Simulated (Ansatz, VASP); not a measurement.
One calculation of GaSb, two programs

```
Sb Ga
1.0
     0.00000    3.05900    3.05900
     3.05900    0.00000    3.05900
     3.05900    3.05900    0.00000
Sb Ga
1 1
Direct
  0.75000 0.75000 0.75000
  0.00000 0.00000 0.00000
```

Alike in both runs: task relaxation of cell and atoms; functional PBE; k mesh 8 × 8 × 8; occupations fermi-dirac, width 0.05 eV; no spin polarisation.

|  | VASP | Ansatz |
| --- | --- | --- |
| version | VASP 6.6.1 | Ansatz 0.2.0 |
| potentials or method | VASP PAW PBE potentials, release 64 (Sb, Ga_d) | Ansatz PAW |
| plane-wave cutoff (eV) | 600 | 420 |
| valence electrons in the cell | 18 | 28 |

Ansatz gave:

```
relaxed volume (Å³/atom)                                     : 30.00
relaxed cell length with the largest relative difference (Å) : 4.394
energy change over the relaxation (meV/atom)                 : -10
```

Question: Estimate VASP's values.

Answer: Relaxed volume (Å³/atom): 30.04; relaxed cell length with the largest relative difference (Å): 4.396; energy change over the relaxation (meV/atom): -10.

The two sets of potentials don't hold the same shells in valence.

Caveats: the plane-wave basis is chosen anew once the cell has moved, so the energies of steps on either side of that aren't comparable (Ansatz). Zero-point motion and thermal expansion aren't in these numbers. PBE usually gives volumes a little too large and moduli too small.
